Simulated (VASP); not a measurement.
# Si5O2H12 in VASP: further runs, part 2 of 2

VASP 6.6.1.

## Step 3: Core levels, LDA

INCAR

```
ALGO     = Normal         # electronic algorithm
EDIFF    = 1E-6           # SCF threshold, eV
ENCUT    = 400            # plane-wave cutoff, eV
GGA      = CA             # functional
ICORELEVEL= 1            
ISIF     = 2              # what is computed and relaxed
ISMEAR   = 0              # smearing method
LASPH    = True           # aspherical terms in the spheres
LCHARG   = False          # write CHGCAR
LREAL    = False          # projectors in reciprocal space
LWAVE    = False          # write WAVECAR
NELM     = 80             # most SCF steps
PREC     = Accurate       # precision mode
SIGMA    = 0.02           # smearing width, eV
```

KPOINTS

```
k-points
0
Gamma
  1 1 1
```

POSCAR

```
Si5H12O2
1.0
   15.0000000000      0.0000000000      0.0000000000
    0.0000000000     15.0000000000      0.0000000000
    0.0000000000      0.0000000000     15.0000000000
Si O H
5 2 12
Direct
    0.4925215300      0.5255163300      0.4994504000
    0.4012598200      0.5904497300      0.6103911600
    0.5355106100      0.6250306700      0.3849887500
    0.6819875700      0.4442125100      0.5390410100
    0.3774250500      0.3533093600      0.4652900600
    0.5811302000      0.4866675800      0.5523436700
    0.4395031600      0.4429535400      0.4491289000
    0.3791965700      0.5243430300      0.6818068100
    0.4488419600      0.6676168400      0.6519652200
    0.3161679100      0.6238605900      0.5704546500
    0.5906189400      0.5785768000      0.3159814900
    0.4542936600      0.6625953400      0.3409432100
    0.5886032000      0.7006196000      0.4226571500
    0.6756040400      0.3478257900      0.5147889000
    0.7306208800      0.4930792000      0.4669885200
    0.7308273500      0.4539639800      0.6250487200
    0.3320616300      0.3316950600      0.3795387900
    0.3092514600      0.3709839700      0.5358981600
    0.4345744500      0.2767001000      0.4932944400
```

Potentials or basis: VASP PAW LDA potentials, release 64 (Si, O, H).

Launch:

```bash
$ cat potpaw_LDA.64/Si/POTCAR potpaw_LDA.64/O/POTCAR potpaw_LDA.64/H/POTCAR > POTCAR
$ mpirun -np 1 vasp_std > vasp.out
```

OUTCAR:

```text
EDIFF = 1E-6
   ENCUT = 400
   GGA = CA
   ISIF = 2
   ISMEAR = 0
   LASPH = True
   LREAL = False
   NELM = 80
   PREC = Accurate

 ion  position               nearest neighbor table
   1  0.493  0.526  0.499-   6 1.65   7 1.65   3 2.36   2 2.36
   2  0.401  0.590  0.610-   9 1.50  10 1.50   8 1.50   1 2.36
   3  0.536  0.625  0.385-  12 1.50  13 1.50  11 1.50   1 2.36
   4  0.682  0.444  0.539-  16 1.49  14 1.49  15 1.50   6 1.65
   5  0.377  0.353  0.465-  17 1.49  19 1.49  18 1.50   7 1.65
   6  0.581  0.487  0.552-   4 1.65   1 1.65
   7  0.440  0.443  0.449-   5 1.65   1 1.65
   8  0.379  0.524  0.682-   2 1.50
   9  0.449  0.668  0.652-   2 1.50
  10  0.316  0.624  0.570-   2 1.50
  11  0.591  0.579  0.316-   3 1.50
  12  0.454  0.663  0.341-   3 1.50
  13  0.589  0.701  0.423-   3 1.50
  14  0.676  0.348  0.515-   4 1.49
  15  0.731  0.493  0.467-   4 1.50
  16  0.731  0.454  0.625-   4 1.49
  17  0.332  0.332  0.380-   5 1.49
  18  0.309  0.371  0.536-   5 1.50
  19  0.435  0.277  0.493-   5 1.49

  LATTYP: Found a simple cubic cell.
 ALAT       =    15.0000000000

  Lattice vectors:

 A1 = (  15.0000000000,   0.0000000000,   0.0000000000)
 A2 = (   0.0000000000,  15.0000000000,   0.0000000000)
 A3 = (   0.0000000000,   0.0000000000,  15.0000000000)

Analysis of symmetry for initial positions (statically):
=====================================================================
 Subroutine PRICEL returns:
 Original cell was already a primitive cell.

 Routine SETGRP: Setting up the symmetry group for a
 simple cubic supercell.

 Subroutine GETGRP returns: Found  1 space group operations
 (whereof  1 operations were pure point group operations)
 out of a pool of 48 trial point group operations.

The static configuration has the point symmetry C_1 .

Analysis of symmetry for dynamics (positions and initial velocities):
=====================================================================
 Subroutine PRICEL returns:
 Original cell was already a primitive cell.

 Routine SETGRP: Setting up the symmetry group for a
 simple cubic supercell.

 Subroutine GETGRP returns: Found  1 space group operations
 (whereof  1 operations were pure point group operations)
 out of a pool of 48 trial point group operations.

The dynamic configuration has the point symmetry C_1 .

 Subroutine INISYM returns: Found  1 space group operations
 (whereof  1 operations are pure point group operations),
 and found     1 'primitive' translations

----------------------------------------------------------------------------------------

                                     Primitive cell

  volume of cell :    3375.0000

  direct lattice vectors                    reciprocal lattice vectors
    15.000000000  0.000000000  0.000000000     0.066666667  0.000000000  0.000000000
     0.000000000 15.000000000  0.000000000     0.000000000  0.066666667  0.000000000
     0.000000000  0.000000000 15.000000000     0.000000000  0.000000000  0.066666667

  length of vectors
    15.000000000 15.000000000 15.000000000     0.066666667  0.066666667  0.066666667

  position of ions in fractional coordinates (direct lattice)
     0.492521530  0.525516330  0.499450400
[... 73 lines left out ...]
   dimension x,y,z NGX =    98 NGY =   98 NGZ =   98
   dimension x,y,z NGXF=   196 NGYF=  196 NGZF=  196
   ions per type =               5   2  12
   NGX,Y,Z   is equivalent  to a cutoff of  10.86, 10.86, 10.86 a.u.
   NGXF,Y,Z  is equivalent  to a cutoff of  21.72, 21.72, 21.72 a.u.
 SYSTEM =  unknown system
   PREC   = accura    normal or accurate (medium, high low for compatibility)
   ISTART =      0    job   : 0-new  1-cont  2-samecut
   ICHARG =      2    charge: 1-file 2-atom 10-const
   ISPIN  =      1    spin polarized calculation?
   LNONCOLLINEAR =      F non collinear calculations
   LSORBIT =      F    spin-orbit coupling
   LASPH  =      T    aspherical Exc in radial PAW
   ENCUT  =  400.0 eV  29.40 Ry    5.42 a.u.  24.46 24.46 24.46*2*pi/ulx,y,z
   NELM   =     80;   NELMIN=  2; NELMDL= -5     # of ELM steps
   EDIFF  = 0.1E-05   stopping-criterion for ELM
   LREAL  =      F    real-space projection
   EDIFFG = 0.1E-04   stopping-criterion for IOM
   NSW    =      0    number of steps for IOM
   IBRION =     -1    ionic relax: 0-MD 1-quasi-New 2-CG
   NFREE  =      0    steps in history (QN), initial steepest desc. (CG)
   ISIF   =      2    stress and relaxation
   ISYM   =      2    0-nonsym 1-usesym 2-fastsym
   POTIM  = 0.5000    time-step for ionic-motion
   TEBEG  =    0.0;   TEEND  =   0.0 temperature during run
   PSTRESS=    0.0 pullay stress
   NELECT =      44.0000    total number of electrons
   NUPDOWN=      -1.0000    fix difference up-down
   EMIN   =  10.00;   EMAX   =-10.00  energy-range for DOS
   EFERMI =   0.00;   METHOD = LEGACY
   ISMEAR =     0;   SIGMA  =   0.02  broadening in eV -4-tet -1-fermi 0-gaus
   EFERMI_NEDOS =   21; number of points for ismear=-14 and -15
   IALGO  =     38    algorithm
   IMIX   =      4    mixing-type and parameters
     AMIX     =   0.40;   BMIX     =  1.00
     AMIX_MAG =   1.60;   BMIX_MAG =  1.00
  volume/ion in A,a.u.               =     177.63      1198.72
  Fermi-wavevector in a.u.,A,eV,Ry     =   0.385302  0.728115  2.019887  0.148458
  Thomas-Fermi vector in A             =   1.323593
   LORBIT       =      0    0 simple, 1 ext, 2 COOP (PROOUT), +10 PAW based schemes
   GGA     = CA    functional components
   LHFCALC =     F    Hartree Fock is set to
   AEXX    =    0.0000 exact exchange contribution
   IVDW    =     0    specifies the selected vdW correction
   LEPSILON=     F    determine dielectric tensor
   LRPA    =     F    only Hartree local field effects (RPA)
 non-spin polarized calculation
 Gauss-broadening in eV      SIGMA  =   0.02
  energy-cutoff  :      400.00
  volume of cell :     3375.00
 maximum number of plane-waves:     61445
 NGX is ok and might be reduce to    98
   NGX = 49   NGY = 49   NGZ = 49

 number of electron      44.0000005 magnetization

 Free energy of the ion-electron system (eV)
  ---------------------------------------------------
  ext. energy  EPLUGINS =         0.00000000
  ---------------------------------------------------
  free energy    TOTEN  =       -88.41741957 eV

  energy without entropy =      -88.41741957  energy(sigma->0) =      -88.41741957

 the core state eigenenergies are
   1-  1s  -1774.9646  2s   -137.8114  2p    -94.7755
   2-  1s  -1773.1286  2s   -136.4916  2p    -93.4188
   3-  1s  -1773.1276  2s   -136.4907  2p    -93.4178
   4-  1s  -1774.0852  2s   -137.2240  2p    -94.1669
   5-  1s  -1774.0864  2s   -137.2252  2p    -94.1681
   6-  1s   -506.4827
   7-  1s   -506.4827
   8-
   9-
  10-
  11-
  12-
  13-
  14-
  15-
  16-
  17-
  18-
  19-

 E-fermi :  -5.7734     XC(G=0):  -0.9656

 val. band max:       -5.9170801918   @ k =   0.0000   0.0000   0.0000
 cond. band min:      -1.5092699360   @ k =   0.0000   0.0000   0.0000
 fundamental gap:      4.4078102558
 Fermi energy:        -5.7733521195

 k-point     1 :       0.0000    0.0000    0.0000
  band No.  band energies     occupation
      1     -24.6680      2.00000
      2     -24.1282      2.00000
      3     -14.8970      2.00000
      4     -13.7361      2.00000
      5     -13.1115      2.00000
      6     -12.8923      2.00000
[... 24 lines left out ...]
     31       0.2551      0.00000
     32       0.2878      0.00000

------------------------ aborting loop because EDIFF is reached ----------------------------------------

  FORCE on cell =-STRESS in cart. coord.  units (eV):
  Direction    XX          YY          ZZ          XY          YZ          ZX
  --------------------------------------------------------------------------------------
  -------------------------------------------------------------------------------------
  Total       -3.9641526     -3.6848753     -3.1342090     -0.0872847      0.0064576     -0.0180665
  in kB       -1.8818594     -1.7492811     -1.4878692     -0.0414357      0.0030655     -0.0085765
  external PRESSURE =      -1.7063366 kB  Pullay stress =       0.0000000 kB

 VOLUME and BASIS-vectors are now :
 -----------------------------------------------------------------------------
  energy-cutoff  :      400.00
  volume of cell :     3375.00
      direct lattice vectors                 reciprocal lattice vectors
    15.000000000  0.000000000  0.000000000     0.066666667  0.000000000  0.000000000
     0.000000000 15.000000000  0.000000000     0.000000000  0.066666667  0.000000000
     0.000000000  0.000000000 15.000000000     0.000000000  0.000000000  0.066666667

 POSITION                                       TOTAL-FORCE (eV/Angst)
 -----------------------------------------------------------------------------------
      7.38782      7.88274      7.49176         0.077705     -0.270861      0.003890
      6.01890      8.85675      9.15587         0.152290     -0.142398     -0.199793
      8.03266      9.37546      5.77483        -0.051868     -0.193445      0.208626
     10.22981      6.66319      8.08562        -0.421399      0.169090      0.050555
      5.66138      5.29964      6.97935         0.263758      0.367790     -0.061928
      8.71695      7.30001      8.28516        -0.038926     -0.001651     -0.326639
[... 11 lines left out ...]
      4.63877      5.56476      8.03847         0.008878      0.030971      0.014634
      6.51862      4.15050      7.39942         0.012768      0.015262     -0.000101
 -----------------------------------------------------------------------------------
    total drift:                               -0.000296      0.000938     -0.001669

  FREE ENERGIE OF THE ION-ELECTRON SYSTEM (eV)
  ---------------------------------------------------
  free  energy   TOTEN  =       -88.4174195662 eV

  energy  without entropy=      -88.4174195662  energy(sigma->0) =      -88.41741957
```

Wall time 4.6 min (1 thread of AMD EPYC 7R13 (Zen 3), shared host); peak memory 1.1 GiB.

Results:

```
Free energy                     : -88.4174 eV
Largest force                   : 0.457 eV/Å
Gap between the frontier levels : 4.41 eV
```

Forces in eV/Å, atoms in the order of the input:
```
Si   0.078 -0.271  0.004
Si   0.152 -0.142 -0.200
Si  -0.052 -0.193  0.209
Si  -0.421  0.169  0.051
Si   0.264  0.368 -0.062
O   -0.039 -0.002 -0.327
O    0.029  0.033  0.326
H    0.003 -0.015 -0.005
H    0.014 -0.004 -0.012
H    0.006 -0.005 -0.016
H    0.005 -0.014  0.006
H   -0.010 -0.011  0.013
H   -0.001 -0.006  0.015
H   -0.019  0.006 -0.001
H   -0.024  0.021 -0.016
H   -0.011  0.008 -0.001
H    0.005  0.013  0.002
H    0.009  0.031  0.015
H    0.013  0.015  0.000
```

Levels at points of the mesh, in eV from the valence-band top:
```csv
k point,band 20,band 21,band 22,band 23,band 24,band 25
"(0.00, 0.00, 0.00)",-1.36,-1.26,0.00,4.41,4.68,5.17
```

Caveat: the cutoff is under 1.25 times the usual one of these potentials, so pressure, stress and relaxed cells hold a basis-set (Pulay) error.
